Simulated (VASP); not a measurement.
A run of VASP 6.6.1 is set up as follows.

File INCAR:

```
SYSTEM = Ag
ALGO = Normal ; EDIFF = 1E-6
ENCUT = 520 ; GGA = PE
ICORELEVEL = 1 ; ISIF = 2
ISMEAR = 1 ; LASPH = .True.
LCHARG = .False. ; LREAL = .False.
LWAVE = .False. ; NELM = 80
PREC = Accurate ; SIGMA = 0.1
```

Contents of KPOINTS:

```
k-points
0
Gamma
  13 9 36
  0 0 0
```

File POSCAR:

```
Ag
1.0
    2.9314808700      0.0000000000      0.0000000000
    0.0000000000      4.1457400000      0.0000000000
    1.4657404300      2.0728700000      1.4657404300
Ag
1
Direct
    0.0000000000      0.0000000000      0.0000000000
```

Potentials or basis: VASP PAW PBE potentials, release 64 (Ag).

The run is started by

```console
$ cat potpaw_PBE.64/Ag/POTCAR > POTCAR
$ mpirun -np 1 vasp_std > vasp.out
```

(1) Predict the pressure.

(2) Estimate the band gap on the k mesh.

Answers

(1) 0.0 GPa.

(2) none (metal or under the smearing width).
